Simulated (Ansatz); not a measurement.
# Ir: changes ranked by their effect on the pressure

```yaml
crystal:
  lattice:
    - [0.00000, 1.91970, 1.91970]
    - [1.91970, 0.00000, 1.91970]
    - [1.91970, 1.91970, 0.00000]
  atoms:
    - { symbol: Ir, position: [0.00000, 0.00000, 0.00000] }
```

The cell comes from COD entry 9008470, which wasn't checked; take it as a given geometry.

Computed with DFT, PBE, all-electron LAPW, scalar-relativistic (Ansatz 0.2.0).

Settings: a Γ-centred 15×15×15 k mesh, Fermi–Dirac smearing of 0.05 eV, basis error target 0.5 meV/atom, no spin polarisation.

Spin–orbit coupling is off unless a change turns it on.

In this reference run the pressure is 8.8 GPa (positive in compression). Each change below is made alone, on the same k mesh, with fractional coordinates held unless an atom is moved; x, y and z are the Cartesian axes.

**Question.** Order the changes by the shift of the pressure, most negative first.
A. volume scaled by 0.99
B. functional pbesol
C. equal xy, yz and zx engineering shear strains of -2 %
D. functional lda
E. no relativity
F. equal xy, yz and zx engineering shear strains of -1 %

**Answer.** D (-17.5 GPa), B (-11.7 GPa), F (+0.1 GPa), C (+0.6 GPa), A (+4.0 GPa), E (+37.5 GPa).
